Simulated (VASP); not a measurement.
Level of theory: r2SCAN meta-GGA, VASP's PBE PAW potentials (set 64) (plane waves; VASP).

VASP input:

### INCAR
```
# general
SYSTEM  = CsBr
PREC    = Accurate
ENCUT   = 520
LREAL   = F
LASPH   = T

# electronic loop
EDIFF   = 1E-7
NELM    = 100
ALGO    = Normal
LMAXMIX = 4
LMIXTAU = T

# smearing
ISMEAR  = 0
SIGMA   = 0.05

# functional
METAGGA = R2SCAN

# ions
ISIF    = 2

# output
LWAVE   = F
LCHARG  = F
```

File POSCAR:
```
CsBr
1
    4.2830916856     0.0000000000     0.0000000000
    0.0000000000     4.2830916856     0.0000000000
    0.0000000000     0.0000000000     4.2830916856
Cs Br
1 1
Direct
  0.0000000000   0.0000000000   0.0000000000
  0.5000000000   0.5000000000   0.5000000000
```

KPOINTS:
```
kpoints
0
gamma
 6 6 6
```

POTCAR, in this order: Cs_sv Br (PBE.64 set). Program: vasp_std.

The resulting files:

File OSZICAR:
```
       N       E                     dE             d eps       ncg     rms          rms(c)
DAV:   1     0.626088542306E+02    0.62609E+02   -0.69134E+03   480   0.115E+03
DAV:   2    -0.385728115141E+02   -0.10118E+03   -0.94854E+02   752   0.194E+02
DAV:   3    -0.458711039227E+02   -0.72983E+01   -0.72780E+01   596   0.587E+01
DAV:   4    -0.459403058983E+02   -0.69202E-01   -0.69177E-01   568   0.672E+00
DAV:   5    -0.459408476314E+02   -0.54173E-03   -0.54167E-03   592   0.585E-01    0.173E+00
DAV:   6    -0.426912976425E+02    0.32495E+01   -0.57932E-01   532   0.668E+00    0.142E+00
DAV:   7    -0.416198455213E+02    0.10715E+01   -0.47369E-01   532   0.566E+00    0.539E-01
DAV:   8    -0.423507053441E+02   -0.73086E+00   -0.38173E-01   480   0.670E+00    0.465E-01
DAV:   9    -0.422641930318E+02    0.86512E-01   -0.14482E-01   480   0.474E+00    0.261E-01
DAV:  10    -0.423415361975E+02   -0.77343E-01   -0.15417E-01   480   0.458E+00    0.788E-02
DAV:  11    -0.423053737171E+02    0.36162E-01   -0.28092E-02   496   0.218E+00    0.649E-02
DAV:  12    -0.423200810722E+02   -0.14707E-01   -0.98011E-03   504   0.129E+00    0.467E-02
DAV:  13    -0.423187383414E+02    0.13427E-02   -0.26081E-04   584   0.199E-01    0.355E-02
DAV:  14    -0.423213255681E+02   -0.25872E-02   -0.11948E-03   480   0.440E-01    0.781E-03
DAV:  15    -0.423213953312E+02   -0.69763E-04   -0.69058E-05   548   0.116E-01    0.417E-03
DAV:  16    -0.423214127296E+02   -0.17398E-04   -0.33543E-06   552   0.240E-02    0.386E-03
DAV:  17    -0.423213944408E+02    0.18289E-04   -0.64981E-06   516   0.370E-02    0.163E-03
DAV:  18    -0.423214205035E+02   -0.26063E-04   -0.15519E-05   492   0.570E-02    0.909E-04
DAV:  19    -0.423214208336E+02   -0.33011E-06   -0.18193E-07   508   0.420E-03    0.682E-04
DAV:  20    -0.423214206151E+02    0.21846E-06   -0.63202E-08   356   0.326E-03    0.557E-04
DAV:  21    -0.423214209038E+02   -0.28865E-06   -0.11935E-07   360   0.469E-03    0.149E-04
DAV:  22    -0.423214209176E+02   -0.13821E-07   -0.99219E-09   272   0.131E-03
   1 F= -.42321421E+02 E0= -.42321421E+02  d E =-.141003E-13
```

### OUTCAR
```
------------------------ aborting loop because EDIFF is reached ----------------------------------------
  FORCE on cell =-STRESS in cart. coord.  units (eV):
  Direction    XX          YY          ZZ          XY          YZ          ZX
  --------------------------------------------------------------------------------------
  Total        0.2544745      0.2544745      0.2544745     -0.0000000     -0.0000000     -0.0000000
  in kB        5.1889890      5.1889890      5.1889890     -0.0000000     -0.0000000     -0.0000000
  external PRESSURE =       5.1889890 kB  Pullay stress =       0.0000000 kB
  volume of cell :       78.57
      direct lattice vectors                 reciprocal lattice vectors
     4.283091686  0.000000000  0.000000000     0.233476207  0.000000000  0.000000000
     0.000000000  4.283091686  0.000000000     0.000000000  0.233476207  0.000000000
     0.000000000  0.000000000  4.283091686     0.000000000  0.000000000  0.233476207
 POSITION                                       TOTAL-FORCE (eV/Angst)
 -----------------------------------------------------------------------------------
      0.00000      0.00000      0.00000         0.000000      0.000000      0.000000
      2.14155      2.14155      2.14155         0.000000      0.000000      0.000000
 -----------------------------------------------------------------------------------
    total drift:                                0.000000      0.000000     -0.000000
  FREE ENERGIE OF THE ION-ELECTRON SYSTEM (eV)
  ---------------------------------------------------
  free  energy   TOTEN  =       -42.3214209176 eV

  energy  without entropy=      -42.3214209176  energy(sigma->0) =      -42.32142092
```
(Selected blocks of OUTCAR.)

**OUTCAR**
```
 val. band max:       -0.6473506274   @ k =   0.0000   0.0000   0.0000

 cond. band min:       4.6485025420   @ k =   0.0000   0.0000   0.0000


 Fermi energy:        -0.4006716693

 k-point     1 :       0.0000    0.0000    0.0000
  band No.  band energies     occupation
      1     -20.9517      2.00000
      2     -13.4513      2.00000
      3      -7.1678      2.00000
      4      -7.1678      2.00000
      5      -7.1678      2.00000
      6      -0.6474      2.00000
      7      -0.6474      2.00000
      8      -0.6474      2.00000
      9       4.6485      0.00000
     10       4.7498      0.00000
     11       4.7498      0.00000
     12       9.1813      0.00000

 k-point     2 :       0.1667    0.0000    0.0000
  band No.  band energies     occupation
      1     -20.9374      2.00000
      2     -13.4557      2.00000
      3      -7.2717      2.00000
      4      -7.1411      2.00000
      5      -7.1411      2.00000
      6      -1.0434      2.00000
      7      -0.6985      2.00000
      8      -0.6985      2.00000
      9       4.9329      0.00000
     10       5.2966      0.00000
     11       5.3787      0.00000
     12       9.0313      0.00000

 k-point     3 :       0.3333    0.0000    0.0000
  band No.  band energies     occupation
      1     -20.9085      2.00000
      2     -13.4663      2.00000
      3      -7.4598      2.00000
      4      -7.0865      2.00000
      5      -7.0865      2.00000
      6      -1.6839      2.00000
      7      -0.8043      2.00000
      8      -0.8043      2.00000
      9       5.4170      0.00000
     10       6.5971      0.00000
     11       6.8732      0.00000
     12       8.9095      0.00000

 k-point     4 :       0.5000    0.0000    0.0000
  band No.  band energies     occupation
      1     -20.8939      2.00000
      2     -13.4726      2.00000
      3      -7.5449      2.00000
      4      -7.0586      2.00000
      5      -7.0586      2.00000
      6      -1.9575      2.00000
...
```

Unless said otherwise, spin-orbit coupling is left out, though it shifts the bands of the heavy elements here.

The compound is CsBr in the CsCl type structure. This cell is one point of a volume scan, at 0.97 of the reference volume.
